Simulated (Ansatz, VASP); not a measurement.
# One calculation of Al, two programs

```xyz
2
Lattice="2.7664 0.0000 0.0000 -1.3832 2.3957 0.0000 0.0000 0.0000 4.6618" Properties=species:S:1:pos:R:3 pbc="T T T"
Al    1.3832    0.7986    3.4964
Al    0.0000    1.5972    1.1655
```

Alike in both runs: functional PBEsol; k mesh 14 × 14 × 7; occupations methfessel-paxton of order 1, width 0.05 eV; no spin polarisation.

Ansatz relaxed the structure, and its values are those at the end. VASP's run is a single point on that final structure, the one shown.

```csv
,VASP,Ansatz
version,VASP 6.6.1,Ansatz 0.2.0
potentials or method,"VASP PAW PBE potentials, release 64 (Al)","plane waves, PAW"
plane-wave cutoff (eV),520,420
valence electrons in the cell,6,6
```

```tsv
	VASP	Ansatz	Ansatz less VASP
pressure (GPa)	5.1	5.0	-0.09
```

Caveats: the PAW data sets were made with another functional, which shifts forces and pressure a little (VASP).
